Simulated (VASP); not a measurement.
## VASP inputs for Mg2Ge (strained antifluorite)

INCAR

```
LASPH = .TRUE.
IBRION = -1
LWAVE = .FALSE.
GGA = PE
PREC = Accurate
LCHARG = .FALSE.
EDIFF = 1E-7
NELM = 120
ISMEAR = -1
SIGMA = 0.02
ENCUT = 520
LREAL = .FALSE.
NBANDS = 16
NSW = 0
ISIF = 2
```

KPOINTS

```
KPOINTS created by Atomic Simulation Environment
0
Gamma
8 8 8
0 0 0
```

KPOINTS_OPT

```
special points
7
Reciprocal
0.0000000000 0.0000000000 0.0000000000 1
0.5000000000 0.0000000000 0.5000000000 1
0.6250000000 0.2500000000 0.6250000000 1
0.3750000000 0.3750000000 0.7500000000 1
0.5000000000 0.5000000000 0.5000000000 1
0.5000000000 0.2500000000 0.7500000000 1
0.0000000000 0.5000000000 0.5000000000 1
```

POSCAR

```
Ge Mg
 1.0000000000000000
     0.0000000000000000    3.2149322498999999    3.2149322498999999
     3.2149322498999999    0.0000000000000000    3.2149322498999999
     3.2149322498999999    3.2149322498999999    0.0000000000000000
 Ge  Mg
   1   2
Cartesian
  0.0000000000000000  0.0000000000000000  0.0000000000000000
  1.6074661249499997  1.6074661249499997  1.6074661249499997
  4.8223983748499988  4.8223983748499988  4.8223983748499988
```

VASP ran with the recommended PBE PAW datasets (18 valence electrons in the cell).

Q: Estimate the main results of this run.

A: gap between bands v and c 0.17 eV; least direct gap 0.92 eV; pressure -0.4 GPa.

Band v is the last that the valence electrons fill when counted band by band, and c is the next. Levels in eV from the top of v:

| point | v−1 | v | c | c+1 |
| --- | --- | --- | --- | --- |
| Γ | 0.00 | 0.00 | 0.92 | 2.78 |
| X | -1.98 | -1.98 | 0.17 | 0.50 |
| K | -3.46 | -1.65 | 0.70 | 3.07 |
| L | -0.73 | -0.73 | 0.91 | 2.74 |
| W | -3.63 | -2.65 | 2.76 | 3.66 |
